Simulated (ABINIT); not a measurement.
ZnAu:

```xyz
2
Lattice="3.1470 0.0000 0.0000 0.0000 3.1470 0.0000 0.0000 0.0000 3.1470" Properties=species:S:1:pos:R:3 pbc="T T T"
Au    0.0000    0.0000    0.0000
Zn    1.5735    1.5735    1.5735
```

| Item | Value |
| --- | --- |
| Program | ABINIT 10.8.3 (patched build) |
| Task | single point |
| Functional | PBE |
| Potentials or basis | JTH PAW PBE v2.0 |
| Cutoff | 599 eV |
| k mesh | 8 × 8 × 8 |
| Occupations | fermi-dirac, width 0.05 eV |
| Spin | no spin polarisation |

On this cell: pressure 4.9 GPa; largest force zero by symmetry; band gap on the k mesh none (metal or under the smearing width).

The same run follows on a disturbed copy (atoms moved at random, drawn with an rms of 0.05 Å):

```xyz
2
Lattice="3.1470 0.0000 0.0000 0.0000 3.1470 0.0000 0.0000 0.0000 3.1470" Properties=species:S:1:pos:R:3 pbc="T T T"
Au    0.0140   -0.0095   -0.0333
Zn    1.5268    1.6221    1.5812
```

Q: What changes?

A: The energy (extrapolated to zero smearing) moves by +8.5 meV/atom; pressure 5.3 GPa; largest force 0.372 eV/Å; band gap on the k mesh none (metal or under the smearing width).

Forces in eV/Å, atoms in the order of the input:
```
Au  -0.242  0.232  0.160
Zn   0.242 -0.232 -0.160
```

Stress tensor (GPa, compression positive):
```
 5.27 -0.36 -0.25
-0.36  5.28  0.24
-0.25  0.24  5.33
```
